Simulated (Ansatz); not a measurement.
Stress against strain in KCl

```xyz
2
Lattice="0.0000 3.1561 3.1561 3.1561 0.0000 3.1561 3.1561 3.1561 0.0000" Properties=species:S:1:pos:R:3 pbc="T T T"
K     0.0000    0.0000    0.0000
Cl    3.1561    3.1561    3.1561
```

Atoms are numbered in the order listed.

Structure: COD 9003114, as refined from experiment and not relaxed.

Computed with DFT, PBEsol, all-electron LAPW, scalar-relativistic (Ansatz 0.2.0).

Numerical set-up: a Γ-centred 7×7×7 k mesh, Fermi–Dirac smearing of 0.03 eV, basis error target 0.5 meV/atom, no spin polarisation.

The strain is applied along the Cartesian axes of the cell as listed (the other components stay zero). Fractional coordinates are held (clamped ions).

σ is the change of stress from the unstrained cell, which is at -0.56 GPa; tension is positive, so slopes are stress–strain coefficients at that pressure.

Only quantities that a quadratic follows smoothly over the whole series are listed; rougher ones are left out.

```csv
εzz,σzz (GPa),σxx (GPa)
-0.0200,-0.84,-0.11
-0.0100,-0.39,-0.06
0.0000,0.00,0.00
0.0200,0.61,0.11
```

Q: Fit the series and read off the stiffness at zero strain.

A: Least-squares fits y = p0 + p1 x + p2 x² to the rows give σzz (GPa): p1 = 36.2, p2 = -290; σxx (GPa): p1 = 5.54, p2 = 4.5. So C11 = 36 GPa and C12 = 6 GPa, which gives B = (C11 + 2 C12)/3 = 16 GPa.

Q: One run, at εzz = 0.0100, is withheld. Predict its row.

A: The fits give 0.33, 0.05; the run gave 0.33, 0.05.
